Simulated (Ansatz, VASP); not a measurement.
# One calculation of CaSe, two programs

The input INCAR:

```
SYSTEM = CaSe
ALGO = Normal
EDIFF = 1E-7
EDIFFG = -0.005
ENCUT = 600
GGA = CA
IBRION = 2
ISIF = 3
ISMEAR = 0
LASPH = .True.
LCHARG = .False.
LREAL = .False.
LWAVE = .False.
NELM = 80
NSW = 100
PREC = Accurate
SIGMA = 0.02
```

The input KPOINTS:

```
k-points
0
Gamma
  8 8 8
  0 0 0
```

File POSCAR:

```
CaSe
1.0
    0.0000000000      2.9560000000      2.9560000000
    2.9560000000      0.0000000000      2.9560000000
    2.9560000000      2.9560000000      0.0000000000
Ca Se
1 1
Direct
    0.0000000000      0.0000000000      0.0000000000
    0.5000000000      0.5000000000      0.5000000000
```

Input for Ansatz:

```yaml
crystal:
  lattice:
    - [0.0, 2.956, 2.956]
    - [2.956, 0.0, 2.956]
    - [2.956, 2.956, 0.0]
  atoms:
    - { symbol: Ca, position: [0.0, 0.0, 0.0] }
    - { symbol: Se, position: [0.5, 0.5, 0.5] }
basis:
  ecutwfc: 420
kpoints:
  mp_grid: { grid: [8, 8, 8] }
hamiltonian:
  xc: lda
scf:
  occupations: { method: gaussian, width: 0.02 }
output:
  forces: true
  stress: true
  eigenvalues: true
  write_density: true
  write_potential: true
  elf: true
  volumetric_format: npy
relax:
  adjacent_minimum: "off"
  f_tol: 0.005
  max_steps: 80
  cell: { stress_tol: 0.05 }
```

Alike in both runs: task relaxation of cell and atoms; functional LDA; k mesh 8 × 8 × 8; occupations gaussian, width 0.02 eV; no spin polarisation.

|  | VASP | Ansatz |
| --- | --- | --- |
| version | VASP 6.6.1 | Ansatz 0.2.0 |
| potentials or method | VASP PAW LDA potentials, release 64 (Ca_sv, Se) | scalar-relativistic, plane waves, PAW |
| plane-wave cutoff (eV) | 600 | 420 |
| valence electrons in the cell | 16 | 26 |

|  | VASP | Ansatz | Ansatz less VASP |
| --- | --- | --- | --- |
| gap on the k mesh at the Fermi level, each at its own relaxed structure (eV) | 1.71 | 1.72 | +0.005 |
| relaxed volume (Å³/atom) | 24.40 | 24.28 | -0.125 |
| relaxed cell length with the largest relative difference (Å) | 4.102 | 4.095 | -0.0070 |
| energy change over the relaxation (meV/atom) | -13 | -16 | -2.5 |

The two sets of potentials don't hold the same shells in valence.

A k mesh can miss the band edges. Zero-point motion and thermal expansion aren't in these numbers. As with any semilocal functional, this LDA gap is likely too small.
